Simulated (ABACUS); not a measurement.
Runs of ABACUS 3.10.1 on C. It takes space group Fd-3m (No. 227, cubic). Conventional cell: a = 3.567 Å, b = 3.567 Å, c = 3.567 Å, α = 90.00°, β = 90.00°, γ = 90.00°. Around C (site symmetry -43m) lie 4 C at 1.54 Å. This isn't the form of C at room conditions, which is graphite.

```tsv
task	level	potentials or basis	cell	k mesh	cutoff (eV)	max steps of the relaxation	force threshold	optimiser	stress threshold	symmetry key	gap on the mesh (eV)	pressure (GPa)	relaxed volume (Å³/atom)
relaxation of cell and atoms	rSCAN	SG15 ONCV 1.2 PBE, plane waves	relaxed	8 × 8 × 8	1293	60	0.005 eV/Å	cg	0.2 kbar	1	(c)	0.0	5.63
single point	AM05	PseudoDojo NC SR 0.4 PBEsol stringent, plane waves	as given	10 × 10 × 10	1116	-	-	-	-	1	(a)	-4.9	-
single point	rSCAN	SG15 ONCV 1.2 PBE, plane waves	as given	8 × 8 × 8	1293	-	-	-	-	1	4.28	-3.2	-
relaxation of cell and atoms	AM05	PseudoDojo NC SR 0.4 PBEsol stringent, plane waves	relaxed	10 × 10 × 10	1116	60	0.005 eV/Å	cg	0.2 kbar	1	(b)	0.0	5.61
```

Alike in all rows: no spin polarisation; smearing fermi-dirac 0.05 eV.

Question: Estimate the missing entries.

Answer: (a) 4.07; (b) 4.09; (c) 4.30.

Caveats: the potentials were made for another functional, which shifts forces and pressure.

A k mesh can miss the band edges.

Runs at the PBE level aren't shown here.
